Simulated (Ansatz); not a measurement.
Wanted: the native input for an Ansatz 0.2.0 run.

* Task: relaxation of cell and atoms
* Functional: PBE
* Potentials or basis: Ansatz PAW
* Cutoff: 420 eV (not typed: the program's choice for these potentials)
* k mesh: 7 × 7 × 7
* Occupations: fermi-dirac, width 0.05 eV
* Spin: no spin polarisation

Crystal: Si3N4.

```xyz
7
Lattice="4.1308 0.0000 0.0000 0.0000 4.1308 0.0000 0.0000 0.0000 4.1308" Properties=species:S:1:pos:R:3 pbc="T T T"
Si    0.0000    0.0000    2.0654
Si    2.0654    0.0000    0.0000
Si    0.0000    2.0654    0.0000
N     0.9894    0.9894    3.1414
N     3.1414    3.1414    3.1414
N     0.9894    3.1414    0.9894
N     3.1414    0.9894    0.9894
```

The cell was built by a generator and needn't be a form met in nature.

The input as run:

input.yaml

```yaml
crystal:
  lattice:
    - [4.13078, 0.0, 0.0]
    - [0.0, 4.13078, 0.0]
    - [0.0, 0.0, 4.13078]
  atoms:
    - { symbol: Si, position: [0.0, 0.0, 0.5] }
    - { symbol: Si, position: [0.5, 0.0, 0.0] }
    - { symbol: Si, position: [0.0, 0.5, 0.0] }
    - { symbol: "N", position: [0.23952, 0.23952, 0.76048] }
    - { symbol: "N", position: [0.76048, 0.76048, 0.76048] }
    - { symbol: "N", position: [0.23952, 0.76048, 0.23952] }
    - { symbol: "N", position: [0.76048, 0.23952, 0.23952] }
hamiltonian:
  xc: pbe
  pseudopotentials: { kind: paw }
kpoints:
  mp_grid: { grid: [7, 7, 7] }
scf:
  occupations: { method: fermi_dirac, width: 0.05 }
output:
  forces: true
  stress: true
  eigenvalues: true
  write_density: true
  write_potential: true
  elf: true
  volumetric_format: npy
relax:
  f_tol: 0.01
  max_steps: 40
  cell: { stress_tol: 0.05 }
```

Potentials or basis: Ansatz PAW.

Command:

```bash
$ ansatz run input.yaml --threads 4 --pin off --max-ram 11264MiB --backend cpu --events-out ev --progress --plain --runs-dir out
```

It gave:

```yaml
Energy_gained_by_relaxing: 0.0 meV/atom
Ionic_steps: 2
Pressure_after_relaxing: 0.0 GPa
Band_gap_on_the_k_mesh: 2.75 eV, indirect (least direct gap 2.93 eV)
```

Caveat: odd divisions of the mesh miss points on the zone boundary, where band edges often lie, so the gap on the mesh can be too wide; the plane-wave basis is chosen anew once the cell has moved, so the energies of steps on either side of that aren't comparable; the pressure holds a Pulay correction of +0.5 GPa for the finite cutoff.

It took 2.5 s on 4 threads of Arm Neoverse V1, on a shared host, peak memory 0.33 GiB.
